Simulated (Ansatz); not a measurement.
**Pb: levels along high-symmetry lines**

```yaml
crystal:
  lattice:
    - [0.00000, 3.52780, 3.52780]
    - [3.52780, 0.00000, 3.52780]
    - [3.52780, 3.52780, 0.00000]
  atoms:
    - { symbol: Pb, position: [0.00000, 0.00000, 0.00000] }
    - { symbol: Pb, position: [0.25000, 0.25000, 0.25000] }
```

Atom numbers follow the list: Pb1, Pb2.

The cell was built from the diamond type and relaxed in the same program, and has space group Fd-3m; it needn't be a known or the stable phase.

These are results of DFT, PBE, all-electron LAPW, Dirac equation with spin-orbit coupling (Ansatz 0.2.0), not measurements.

Numerical set-up: a Γ-centred 9×9×9 k mesh, Fermi–Dirac smearing of 0.05 eV, basis error target 0.5 meV/atom, no spin polarisation.

Points in fractions of the reciprocal vectors of this cell: Γ (0, 0, 0), X (0.5, 0, 0.5), U (0.625, 0.25, 0.625), K (0.375, 0.375, 0.75), L (0.5, 0.5, 0.5), W (0.5, 0.25, 0.75). The path joins them by straight lines in the order Γ–X–U–K–Γ–L–W–X; legs that retrace an earlier one aren't tabulated. Energies are in eV from the Fermi level.

Problem. Metal or insulator at this level of theory?

Solution. No gap opens: metallic or semimetallic.

Problem. Tabulate bands 68 to 75, counted from the lowest band of the run, along the path.

Solution. 
```csv
k (1/Å),point,band 68,band 69,band 70,band 71,band 72,band 73,band 74,band 75
0.00,Γ,-4.25,-1.10,-1.10,0.92,0.92,0.92,0.92,1.18
0.18,,-4.60,-1.14,-1.14,0.08,0.08,0.98,0.98,1.62
0.36,,-5.41,-1.39,-1.39,-0.76,-0.76,1.23,1.23,1.26
0.53,,-6.37,-1.74,-1.74,-1.41,-1.41,0.87,0.87,1.36
0.71,,-7.36,-1.98,-1.98,-1.84,-1.84,0.74,0.74,1.12
0.89,X,-8.28,-2.03,-2.03,-2.03,-2.03,0.84,0.84,0.84
0.95,,-8.26,-2.13,-2.13,-1.96,-1.96,0.79,0.79,1.00
1.02,,-8.21,-2.28,-2.28,-1.90,-1.90,0.78,0.78,1.30
1.08,,-8.14,-2.44,-2.44,-1.83,-1.83,0.79,0.79,1.72
1.14,,-8.03,-2.59,-2.59,-1.75,-1.75,0.80,0.80,2.20
1.21,U,-7.89,-2.70,-2.70,-1.64,-1.64,0.82,0.82,2.71
1.31,,-7.81,-2.72,-2.72,-1.69,-1.69,1.02,1.02,2.93
1.42,,-7.76,-2.69,-2.69,-1.82,-1.82,1.40,1.40,2.99
1.53,,-7.76,-2.69,-2.69,-1.82,-1.82,1.40,1.40,2.99
1.64,,-7.81,-2.72,-2.72,-1.69,-1.69,1.02,1.02,2.93
1.75,K,-7.89,-2.70,-2.70,-1.64,-1.64,0.82,0.82,2.71
1.94,,-7.30,-2.72,-2.72,-1.24,-1.24,0.78,0.78,3.52
2.13,,-6.48,-2.28,-2.28,-0.79,-0.79,0.60,0.60,3.22
2.32,,-5.52,-1.57,-1.57,-0.42,-0.42,0.53,0.53,2.61
2.51,,-4.64,-1.14,-1.14,0.11,0.11,0.74,0.74,1.96
2.70,Γ,-4.25,-1.10,-1.10,0.92,0.92,0.92,0.92,1.18
2.85,,-4.52,-1.11,-1.11,0.28,0.28,0.74,0.74,1.86
3.00,,-5.18,-1.19,-1.19,-0.34,-0.34,0.41,0.41,2.40
3.16,,-5.98,-1.34,-1.34,-0.78,-0.78,0.10,0.10,2.67
3.31,,-6.68,-1.48,-1.48,-1.03,-1.03,-0.10,-0.10,2.83
3.47,L,-6.99,-1.53,-1.53,-1.12,-1.12,-0.17,-0.17,2.88
3.59,,-7.04,-1.90,-1.90,-1.04,-1.04,0.08,0.08,2.93
3.72,,-7.20,-2.37,-2.37,-1.22,-1.22,0.61,0.61,2.93
3.84,,-7.48,-2.63,-2.63,-1.56,-1.56,1.14,1.14,2.95
3.97,,-7.85,-2.68,-2.68,-1.92,-1.92,1.58,1.58,2.97
4.10,W,-8.23,-2.64,-2.64,-2.10,-2.10,1.79,1.79,2.93
4.19,,-8.23,-2.60,-2.60,-2.08,-2.08,1.63,1.63,2.58
4.27,,-8.24,-2.50,-2.50,-2.03,-2.03,1.31,1.31,2.01
4.36,,-8.25,-2.35,-2.35,-1.97,-1.97,0.99,0.99,1.49
4.45,,-8.27,-2.17,-2.17,-1.95,-1.95,0.81,0.81,1.08
4.54,X,-8.28,-2.03,-2.03,-2.03,-2.03,0.84,0.84,0.84
```
